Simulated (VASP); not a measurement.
# BN (P6_3/mmc) in VASP: notebook

One crystal, BN, is run at these levels: PBEsol; tasks: relaxation of cell and atoms.

All numbers are computed with VASP 6.6.1; they aren't measurements. Logs are shortened: lines on timing, memory, paths and dates and some standing lists are left out, and cuts for length are marked.

### Step 1. Starting point

The structure is hexagonal, space group P6_3/mmc (No. 194). Conventional cell: a = 2.498 Å, b = 2.498 Å, c = 6.636 Å, α = 90.00°, β = 90.00°, γ = 120.00°. B (site symmetry -6m2) has 3 N at 1.44 Å as nearest neighbours. Around N (site symmetry -6m2) lie 3 B at 1.44 Å.

### Step 2. Relaxation of cell and atoms, PBEsol

INCAR

```
SYSTEM = BN
PREC = Accurate
ENCUT = 520
EDIFF = 1E-7
ISMEAR = 0
SIGMA = 0.02
LREAL = .FALSE.
LASPH = .TRUE.
NELM = 100
ALGO = Normal
ISIF = 3
LWAVE = .FALSE.
LCHARG = .FALSE.
GGA = PS
IBRION = 2
NSW = 80
EDIFFG = -0.002
```

KPOINTS

```
regular mesh
0
G
  15 15 6
  0 0 0
```

POSCAR

```
BN
1.0
    2.4982400000      0.0000000000      0.0000000000
   -1.2491200000      2.1635393000      0.0000000000
    0.0000000000      0.0000000000      6.6357000000
B N
2 2
Direct
    0.3333333300      0.6666666700      0.2500000000
    0.6666666700      0.3333333300      0.7500000000
    0.3333333300      0.6666666700      0.7500000000
    0.6666666700      0.3333333300      0.2500000000
```

Potentials or basis: VASP PAW PBE potentials, release 64 (B, N).

On the command line:

```sh
> cat potpaw_PBE.64/B/POTCAR potpaw_PBE.64/N/POTCAR > POTCAR
> mpirun -np 1 vasp_std > vasp.out
```

OUTCAR:

```text
SYSTEM = BN
   PREC = Accurate
   ENCUT = 520
   EDIFF = 1E-7
   ISMEAR = 0
   LREAL = .FALSE.
   LASPH = .TRUE.
   NELM = 100
   ISIF = 3
   GGA = PS
   IBRION = 2
   NSW = 80
   EDIFFG = -0.002

 ion  position               nearest neighbor table
   1  0.333  0.667  0.250-   4 1.44   4 1.44   4 1.44
   2  0.667  0.333  0.750-   3 1.44   3 1.44   3 1.44
   3  0.333  0.667  0.750-   2 1.44   2 1.44   2 1.44
   4  0.667  0.333  0.250-   1 1.44   1 1.44   1 1.44

  LATTYP: Found a hexagonal cell.
 ALAT       =     2.4982400000
 C/A-ratio  =     2.6561499296

  Lattice vectors:

 A1 = (   2.4982400000,   0.0000000000,   0.0000000000)
 A2 = (  -1.2491200000,   2.1635393000,   0.0000000000)
 A3 = (   0.0000000000,   0.0000000000,   6.6357000000)

Analysis of symmetry for initial positions (statically):
=====================================================================
 Subroutine PRICEL returns:
 Original cell was already a primitive cell.

 Routine SETGRP: Setting up the symmetry group for a
 hexagonal supercell.

 Subroutine GETGRP returns: Found 24 space group operations
 (whereof 12 operations were pure point group operations)
 out of a pool of 24 trial point group operations.

The static configuration has the point symmetry D_3d.
 The point group associated with its full space group is D_6h.

Analysis of symmetry for dynamics (positions and initial velocities):
=====================================================================
 Subroutine PRICEL returns:
 Original cell was already a primitive cell.

 Routine SETGRP: Setting up the symmetry group for a
 hexagonal supercell.

 Subroutine GETGRP returns: Found 24 space group operations
 (whereof 12 operations were pure point group operations)
 out of a pool of 24 trial point group operations.

The dynamic configuration has the point symmetry D_3d.
 The point group associated with its full space group is D_6h.

 Subroutine INISYM returns: Found 24 space group operations
 (whereof 12 operations are pure point group operations),
 and found     1 'primitive' translations

----------------------------------------------------------------------------------------

                                     Primitive cell

  volume of cell :      35.8662

  direct lattice vectors                    reciprocal lattice vectors
     2.498240000  0.000000000  0.000000000     0.400281798  0.231102805  0.000000000
    -1.249120000  2.163539300  0.000000000     0.000000000  0.462205609  0.000000000
     0.000000000  0.000000000  6.635700000     0.000000000  0.000000000  0.150700002

  length of vectors
     2.498240000  2.498239996  6.635700000     0.462205608  0.462205609  0.150700002

  position of ions in fractional coordinates (direct lattice)
     0.333333330  0.666666670  0.250000000
     0.666666670  0.333333330  0.750000000
     0.333333330  0.666666670  0.750000000
     0.666666670  0.333333330  0.250000000

  ion indices of the primitive-cell ions
   primitive index   ion index
                 1           1
                 2           2
                 3           3
                 4           4

----------------------------------------------------------------------------------------

 KPOINTS: regular mesh

Automatic generation of k-mesh.
 Grid dimensions read from file:
 generate k-points for:   15   15    6

 Generating k-lattice:

  Cartesian coordinates                     Fractional coordinates (reciprocal lattice)
     0.026685453  0.015406854  0.000000000     0.066666667 -0.000000000  0.000000000
     0.000000000  0.030813707  0.000000000     0.000000000  0.066666667  0.000000000
     0.000000000  0.000000000  0.025116667     0.000000000  0.000000000  0.166666667

  Length of vectors
     0.030813707  0.030813707  0.025116667

  Shift w.r.t. Gamma in fractional coordinates (k-lattice)
     0.000000000  0.000000000  0.000000000

 Subroutine IBZKPT returns following result:
 ===========================================

 Found    108 irreducible k-points:

 Following reciprocal coordinates:
            Coordinates               Weight
  0.000000  0.000000  0.000000      1.000000
  0.066667  0.000000  0.000000      6.000000
  0.133333 -0.000000  0.000000      6.000000
  0.200000 -0.000000  0.000000      6.000000
  0.266667 -0.000000  0.000000      6.000000
  0.333333  0.000000  0.000000      6.000000
[... 16 lines left out ...]
  0.333333  0.200000  0.000000     12.000000
  0.400000  0.200000  0.000000      6.000000
 [... further k-points ...]
   k-points           NKPTS =    108   k-points in BZ     NKDIM =    108   number of bands    NBANDS=     12
   number of dos      NEDOS =    301   number of ions     NIONS =      4
   total plane-waves  NPLWV =  20000
   dimension x,y,z NGX =    20 NGY =   20 NGZ =   50
   dimension x,y,z NGXF=    40 NGYF=   40 NGZF=  100
   ions per type =               2   2
   NGX,Y,Z   is equivalent  to a cutoff of  13.31, 13.31, 12.53 a.u.
   NGXF,Y,Z  is equivalent  to a cutoff of  26.62, 26.62, 25.05 a.u.
 SYSTEM =  BN
   PREC   = accura    normal or accurate (medium, high low for compatibility)
   ISTART =      0    job   : 0-new  1-cont  2-samecut
   ICHARG =      2    charge: 1-file 2-atom 10-const
   ISPIN  =      1    spin polarized calculation?
   LNONCOLLINEAR =      F non collinear calculations
   LSORBIT =      F    spin-orbit coupling
   LASPH  =      T    aspherical Exc in radial PAW
   ENCUT  =  520.0 eV  38.22 Ry    6.18 a.u.   4.65  4.65 12.34*2*pi/ulx,y,z
   NELM   =    100;   NELMIN=  2; NELMDL= -5     # of ELM steps
   EDIFF  = 0.1E-06   stopping-criterion for ELM
   LREAL  =      F    real-space projection
   EDIFFG = -.2E-02   stopping-criterion for IOM
   NSW    =     80    number of steps for IOM
   IBRION =      2    ionic relax: 0-MD 1-quasi-New 2-CG
   NFREE  =      1    steps in history (QN), initial steepest desc. (CG)
   ISIF   =      3    stress and relaxation
   ISYM   =      2    0-nonsym 1-usesym 2-fastsym
   POTIM  = 0.5000    time-step for ionic-motion
   TEBEG  =    0.0;   TEEND  =   0.0 temperature during run
   PSTRESS=    0.0 pullay stress
   NELECT =      16.0000    total number of electrons
   NUPDOWN=      -1.0000    fix difference up-down
   EMIN   =  10.00;   EMAX   =-10.00  energy-range for DOS
   EFERMI =   0.00;   METHOD = LEGACY
   ISMEAR =     0;   SIGMA  =   0.02  broadening in eV -4-tet -1-fermi 0-gaus
   EFERMI_NEDOS =   21; number of points for ismear=-14 and -15
   IALGO  =     38    algorithm
   IMIX   =      4    mixing-type and parameters
     AMIX     =   0.40;   BMIX     =  1.00
     AMIX_MAG =   1.60;   BMIX_MAG =  1.00
  volume/ion in A,a.u.               =       8.97        60.51
  Fermi-wavevector in a.u.,A,eV,Ry     =   1.250891  2.363842 21.289433  1.564729
  Thomas-Fermi vector in A             =   2.384864
   LORBIT       =      0    0 simple, 1 ext, 2 COOP (PROOUT), +10 PAW based schemes
   GGA     = PS    functional components
   LHFCALC =     F    Hartree Fock is set to
   AEXX    =    0.0000 exact exchange contribution
   IVDW    =     0    specifies the selected vdW correction
   LEPSILON=     F    determine dielectric tensor
   LRPA    =     F    only Hartree local field effects (RPA)
 conjugate gradient relaxation of ions
 non-spin polarized calculation
 Gauss-broadening in eV      SIGMA  =   0.02
  energy-cutoff  :      520.00
  volume of cell :       35.87
 maximum number of plane-waves:       985
 NGX is ok and might be reduce to    20
   NGX =  9   NGY =  9   NGZ = 25

--------------------------------------- Ionic step        1  -------------------------------------------

 number of electron      15.9999997 magnetization

 Free energy of the ion-electron system (eV)
  ---------------------------------------------------
  ext. energy  EPLUGINS =         0.00000000
  ---------------------------------------------------
  free energy    TOTEN  =       -36.56292704 eV

  energy without entropy =      -36.56292704  energy(sigma->0) =      -36.56292704

------------------------ aborting loop because EDIFF is reached ----------------------------------------

  FORCE on cell =-STRESS in cart. coord.  units (eV):
  Direction    XX          YY          ZZ          XY          YZ          ZX
  --------------------------------------------------------------------------------------
  -------------------------------------------------------------------------------------
  Total        0.7364376      0.7364375      0.1775486     -0.0000000      0.0000000      0.0000000
  in kB       32.8973427     32.8973426      7.9312580     -0.0000000      0.0000000      0.0000000
  external PRESSURE =      24.5753144 kB  Pullay stress =       0.0000000 kB
[... 251 lines left out ...]
  energy  without entropy=      -36.5680035035  energy(sigma->0) =      -36.56800350

--------------------------------------- Ionic step        8  -------------------------------------------

 number of electron      16.0000002 magnetization

 Free energy of the ion-electron system (eV)
  ---------------------------------------------------
  ext. energy  EPLUGINS =         0.00000000
  ---------------------------------------------------
  free energy    TOTEN  =       -36.56808625 eV

  energy without entropy =      -36.56808625  energy(sigma->0) =      -36.56808625

 E-fermi :   2.0590     XC(G=0): -10.0687

 val. band max:        1.9152694030   @ k =   0.3333   0.2667   0.0000
 cond. band min:       6.1779474015   @ k =   0.4667   0.0667   0.0000
 fundamental gap:      4.2626779985
 Fermi energy:         2.0590412654

 k-point     1 :       0.0000    0.0000    0.0000
  band No.  band energies     occupation
      1     -15.8034      2.00000
      2     -15.5700      2.00000
      3      -4.2239      2.00000
      4      -2.3803      2.00000
      5       0.6046      2.00000
      6       0.6046      2.00000
      7       0.6313      2.00000
      8       0.6313      2.00000
      9       6.7790      0.00000
     10      11.6794      0.00000
     11      13.4150      0.00000
     12      13.4150      0.00000
[... 331 lines left out ...]
 k-point    24 :       0.4000    0.2000    0.0000
  band No.  band energies     occupation
      1     -12.2609      2.00000
      2     -12.2182      2.00000
      3      -6.5533      2.00000
      4      -6.4851      2.00000
      5      -4.0132      2.00000
      6      -3.9574      2.00000
      7       1.1526      2.00000
      8       1.7883      2.00000
      9       6.4368      0.00000
     10       7.1266      0.00000
     11      13.4897      0.00000
     12      13.7888      0.00000

 [... further k-points ...]

------------------------ aborting loop because EDIFF is reached ----------------------------------------

  FORCE on cell =-STRESS in cart. coord.  units (eV):
  Direction    XX          YY          ZZ          XY          YZ          ZX
  --------------------------------------------------------------------------------------
  -------------------------------------------------------------------------------------
  Total       -0.0045346     -0.0045346     -0.0018752     -0.0000000      0.0000000     -0.0000000
  in kB       -0.1944805     -0.1944805     -0.0804253     -0.0000000      0.0000000     -0.0000000
  external PRESSURE =      -0.1564621 kB  Pullay stress =       0.0000000 kB
[... 19 lines left out ...]
  FREE ENERGIE OF THE ION-ELECTRON SYSTEM (eV)
  ---------------------------------------------------
  free  energy   TOTEN  =       -36.5680862518 eV

  energy  without entropy=      -36.5680862518  energy(sigma->0) =      -36.56808625

 reached required accuracy - stopping structural energy minimisation
```

It took 91 s on 1 thread of Intel Xeon 6975P-C (Granite Rapids), shared host; peak memory 0.17 GiB.

Results:

| Item | Value |
| --- | --- |
| Free energy | -36.5681 eV |
| Relaxed volume | 9.34 Å³/atom |
| Relaxed cell | a = 2.506 Å, b = 2.506 Å, c = 6.871 Å, α = 90.00°, β = 90.00°, γ = 120.00° |
| Space group after relaxing (to 0.05 Å) | P6_3/mmc (No. 194) |
| Energy gained by relaxing | 1.3 meV/atom |
| Ionic steps | 8 |
| Pressure after relaxing | 0.0 GPa |
| Band gap on the k mesh | 4.26 eV, indirect (least direct gap 4.58 eV) |

Step by step:
```tsv
step	energy change (eV)	largest force (eV/Å)	pressure (GPa)	volume (Å³)
1	0.0000	0.0000	2.46	35.87
2	0.0056	0.0000	-3.85	36.58
3	-0.0023	0.0000	0.18	36.12
4	-0.0026	0.0000	0.17	36.18
5	-0.0034	0.0000	0.14	36.38
6	-0.0046	0.0000	0.07	36.78
7	-0.0051	0.0000	-0.04	37.57
8	-0.0052	0.0000	-0.02	37.36
```

Final structure:
```yaml
crystal:
  lattice:
    - [2.50563, 0.00000, 0.00000]
    - [-1.25282, 2.16994, 0.00000]
    - [0.00000, 0.00000, 6.87079]
  atoms:
    - { symbol: B, position: [0.33333, 0.66667, 0.25000] }
    - { symbol: B, position: [0.66667, 0.33333, 0.75000] }
    - { symbol: N, position: [0.33333, 0.66667, 0.75000] }
    - { symbol: N, position: [0.66667, 0.33333, 0.25000] }
```

Caveat: the PAW data sets were made with another functional, which shifts forces and pressure a little; an odd mesh through Γ misses points on the zone boundary, where band edges often lie; this functional lacks dispersion, which binds the layers, so the pressure and a relaxed spacing across them are unreliable. Zero-point motion and thermal expansion aren't in these numbers.

### Step 3. Relaxation of cell and atoms, PBEsol

This run uses another cell than the first one, of 9.34 Å³/atom, 1.042 times its volume.

INCAR is that of step 2.

KPOINTS is that of step 2.

POSCAR

```
BN                                      
1.0
    2.5056312455      0.0000000000      0.0000000000
   -1.2528156227      2.1699403063      0.0000000000
    0.0000000000      0.0000000000      6.8707935570
  B               N             
     2     2
Direct
     0.3333333300000021    0.6666666699999979    0.2500000000000000
     0.6666666699999979    0.3333333300000021    0.7500000000000000
     0.3333333300000021    0.6666666699999979    0.7500000000000000
     0.6666666699999979    0.3333333300000021    0.2500000000000000
```

Potentials or basis: VASP PAW PBE potentials, release 64 (B, N).

On the command line:

```sh
> cat potpaw_PBE.64/B/POTCAR potpaw_PBE.64/N/POTCAR > POTCAR
> mpirun -np 1 vasp_std > vasp.out
```

OUTCAR:

```text
SYSTEM = BN
   PREC = Accurate
   ENCUT = 520
   EDIFF = 1E-7
   ISMEAR = 0
   LREAL = .FALSE.
   LASPH = .TRUE.
   NELM = 100
   ISIF = 3
   GGA = PS
   IBRION = 2
   NSW = 80
   EDIFFG = -0.002

 ion  position               nearest neighbor table
   1  0.333  0.667  0.250-   4 1.45   4 1.45   4 1.45
   2  0.667  0.333  0.750-   3 1.45   3 1.45   3 1.45
   3  0.333  0.667  0.750-   2 1.45   2 1.45   2 1.45
   4  0.667  0.333  0.250-   1 1.45   1 1.45   1 1.45

  LATTYP: Found a hexagonal cell.
 ALAT       =     2.5056312455
 C/A-ratio  =     2.7421407557

  Lattice vectors:

 A1 = (   2.5056312455,   0.0000000000,   0.0000000000)
 A2 = (  -1.2528156227,   2.1699403063,   0.0000000000)
 A3 = (   0.0000000000,   0.0000000000,   6.8707935570)

Analysis of symmetry for initial positions (statically):
[... 314 lines left out ...]
      6       0.5266      2.00000
      7       0.5505      2.00000
      8       0.5505      2.00000
      9       6.6503      0.00000
     10      11.4776      0.00000
     11      13.3422      0.00000
     12      13.3422      0.00000
[... 420 lines left out ...]
--------------------------------------- Ionic step       16  -------------------------------------------

 number of electron      15.9999999 magnetization

 Free energy of the ion-electron system (eV)
  ---------------------------------------------------
  ext. energy  EPLUGINS =         0.00000000
  ---------------------------------------------------
  free energy    TOTEN  =       -36.57022529 eV

  energy without entropy =      -36.57022529  energy(sigma->0) =      -36.57022529

 E-fermi :   1.9831     XC(G=0): -10.0042

 val. band max:        1.8412213837   @ k =   0.3333   0.3333   0.5000
 cond. band min:       6.1204076518   @ k =   0.4667   0.0667   0.0000
 fundamental gap:      4.2791862681
 Fermi energy:         1.9831344981

 k-point     1 :       0.0000    0.0000    0.0000
  band No.  band energies     occupation
      1     -15.8686      2.00000
      2     -15.6522      2.00000
      3      -4.2587      2.00000
      4      -2.5018      2.00000
      5       0.5319      2.00000
      6       0.5319      2.00000
      7       0.5561      2.00000
      8       0.5561      2.00000
      9       6.6606      0.00000
     10      11.4935      0.00000
     11      13.3456      0.00000
     12      13.3456      0.00000
[... 376 lines left out ...]
  FREE ENERGIE OF THE ION-ELECTRON SYSTEM (eV)
  ---------------------------------------------------
  free  energy   TOTEN  =       -36.5702252895 eV

  energy  without entropy=      -36.5702252895  energy(sigma->0) =      -36.57022529

 reached required accuracy - stopping structural energy minimisation
```

OSZICAR:

```text
N       E                     dE             d eps       ncg     rms          rms(c)
DAV:   1     0.627278202132E+02    0.62728E+02   -0.83010E+03  2616   0.123E+03
DAV:   2    -0.352489002133E+02   -0.97977E+02   -0.87561E+02  3784   0.259E+02
DAV:   3    -0.399772157959E+02   -0.47283E+01   -0.46884E+01  3324   0.605E+01
DAV:   4    -0.400302140452E+02   -0.52998E-01   -0.52953E-01  3248   0.687E+00
[... 112 lines left out ...]
DAV:   1    -0.365702879092E+02   -0.65117E-04   -0.21408E-03  2592   0.407E-01    0.362E-02
DAV:   2    -0.365702394417E+02    0.48468E-04   -0.67737E-05  2868   0.750E-02    0.162E-02
DAV:   3    -0.365702265675E+02    0.12874E-04   -0.25145E-05  3128   0.389E-02    0.587E-03
DAV:   4    -0.365702253671E+02    0.12004E-05   -0.30587E-06  3328   0.156E-02    0.199E-03
DAV:   5    -0.365702252895E+02    0.77522E-07   -0.62241E-07  3072   0.676E-03
  16 F= -.36570225E+02 E0= -.36570225E+02  d E =-.573307E-05
```

CONTCAR:

```text
BN
   1.00000000000000
     2.5056037844161669   -0.0000000000000006    0.0000000000000000
    -1.2528018921580846    2.1699165243039480   -0.0000000000000000
     0.0000000000000000   -0.0000000000000000    6.9362683094512958
  B               N
     2     2
Direct
     0.3333333300000021    0.6666666699999979    0.2500000000000000
     0.6666666699999979    0.3333333300000021    0.7500000000000000
     0.3333333300000021    0.6666666699999979    0.7500000000000000
     0.6666666699999979    0.3333333300000021    0.2500000000000000

  0.00000000E+00  0.00000000E+00  0.00000000E+00
  0.00000000E+00  0.00000000E+00  0.00000000E+00
  0.00000000E+00  0.00000000E+00  0.00000000E+00
  0.00000000E+00  0.00000000E+00  0.00000000E+00
```

Run time: 2.2 min. Hardware: 1 thread of Intel Xeon 6975P-C (Granite Rapids), shared host; peak memory 0.18 GiB.

Results:

```
Free energy                            : -36.5702 eV
Relaxed volume                         : 9.43 Å³/atom
Relaxed cell                           : a = 2.506 Å, b = 2.506 Å, c = 6.936 Å, α = 90.00°, β = 90.00°, γ = 120.00°
Space group after relaxing (to 0.05 Å) : P6_3/mmc (No. 194)
Energy gained by relaxing              : 0.0 meV/atom
Ionic steps                            : 16
Pressure after relaxing                : 0.0 GPa
Band gap on the k mesh                 : 4.28 eV, indirect (least direct gap 4.59 eV)
```

Step by step:
| step | energy change (eV) | largest force (eV/Å) | pressure (GPa) | volume (Å³) |
| --- | --- | --- | --- | --- |
| 1 | 0.0000 | 0.0000 | 0.04 | 37.36 |
| 2 | 0.0000 | 0.0000 | 0.05 | 37.37 |
| 3 | 0.0000 | 0.0000 | 0.08 | 37.41 |
| 4 | -0.0001 | 0.0000 | 0.14 | 37.48 |
| 5 | -0.0001 | 0.0000 | 0.26 | 37.64 |
| 6 | -0.0001 | 0.0000 | 0.25 | 37.64 |
| 7 | -0.0001 | 0.0000 | 0.21 | 37.66 |
| 8 | -0.0001 | 0.0000 | 0.15 | 37.69 |
| 9 | -0.0001 | 0.0000 | 0.03 | 37.75 |
| 10 | -0.0001 | 0.0000 | 0.07 | 37.73 |
| 11 | -0.0001 | 0.0000 | 0.06 | 37.74 |
| 12 | -0.0001 | 0.0000 | 0.04 | 37.75 |
| 13 | -0.0001 | 0.0000 | 0.05 | 37.74 |
| 14 | -0.0001 | 0.0000 | 0.04 | 37.74 |
| 15 | -0.0001 | 0.0000 | 0.03 | 37.73 |
| 16 | -0.0001 | 0.0000 | 0.00 | 37.71 |

Final structure:
```
B N
1.0
     2.50560    0.00000    0.00000
    -1.25280    2.16992    0.00000
     0.00000    0.00000    6.93627
B N
2 2
Cartesian
  0.0000 1.4466 1.7341
  1.2528 0.7233 5.2022
  0.0000 1.4466 5.2022
  1.2528 0.7233 1.7341
```

Caveat: the PAW data sets were made with another functional, which shifts forces and pressure a little; an odd mesh through Γ misses points on the zone boundary, where band edges often lie; this functional lacks dispersion, which binds the layers, so the pressure and a relaxed spacing across them are unreliable.
